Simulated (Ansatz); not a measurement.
## CdS, space group Fm-3m: a projected density of states

Program: Ansatz's Python interface.

Input file `cds.extxyz`:
```text
2
Lattice="0.0 2.753244 2.753244 2.753244 0.0 2.753244 2.753244 2.753244 0.0" Properties=species:S:1:pos:R:3 pbc="T T T"
Cd    0.00000000    0.00000000    0.00000000
S     2.75324400    2.75324400    2.75324400
```

`pdos_cds.py`:
```python
"""Projected density of states of CdS."""

import sys

import ansatz as az
import matplotlib.pyplot as plt
import numpy as np


def main() -> None:
    xtal = az.Crystal.from_extxyz("cds.extxyz")

    base = (
        xtal.calculation()
        .functional("pbesol")
        .basis(550)
        .kpoints(6, 6, 6)
        .occupations("Fixed")
        .scf(extra_bands=10)
        .density_of_states(projected=True, energy_step=0.1)
    )
    try:
        res = base.run(threads=1, pin="off")
    except az.NonConvergedError as error:
        sys.exit(f"no convergence: {error}")
    except az.RefusalError as error:
        sys.exit(f"input refused: {error}")
    rep = res.report

    dos = res.density_of_states()
    energy = np.asarray(dos.energies_ev) - dos.fermi_ev
    curves = {}
    for site in res.projected_density_of_states().sites:
        for shell in site.shells:
            weight = sum(np.sum(curve.g_bin_mean_per_ev, axis=0) for curve in shell.curves)
            name = f"{site.species} {shell.label}"
            curves[name] = curves.get(name, 0) + weight

    window = (energy > -8) & (energy < 6)
    fig, ax = plt.subplots(figsize=(5.5, 3.5))
    for name, g in curves.items():
        if g[window].max() > 0.05:
            ax.plot(energy[window], g[window], label=name, lw=1)
            print(f"{name:8s} peak {g[window].max():7.3f} states/eV at {energy[window][g[window].argmax()]:6.2f} eV")
    ax.set(xlabel="E - E_F (eV)", ylabel="states/eV")
    ax.legend(fontsize=7)
    fig.tight_layout()
    fig.savefig("pdos.png", dpi=100)


if __name__ == "__main__":
    main()
```

```console
$ python pdos_cds.py
Cd 5S    peak   0.686 states/eV at  -3.95 eV
Cd 4D    peak  23.841 states/eV at  -7.65 eV
S 3S     peak   0.198 states/eV at  -7.05 eV
S 3P     peak   2.196 states/eV at  -3.85 eV
```

Notes:
- Peaks are the largest values inside the energy window taken; deeper bands lie outside it.
- This is a high-temperature or high-pressure form, not the ambient phase.
- The crystal has a gap of about 0.13 eV on the mesh; bins of finite width blur the band edges.
- This cell is a computed structure, which may not be the phase found in nature.
- Curves are summed over the cell's atoms. Only shells that the potentials hold have channels, so projections don't add up to the total, least of all where a shell is missing (p of most metals); heights and places of peaks move with the mesh.
- The density of states is complete only as far up as bands were computed.
- It ran for 2 s on 1 thread of Intel(R) Xeon(R) Processor @ 2.30GHz, with other jobs on the host, peak memory 0.52 GiB.
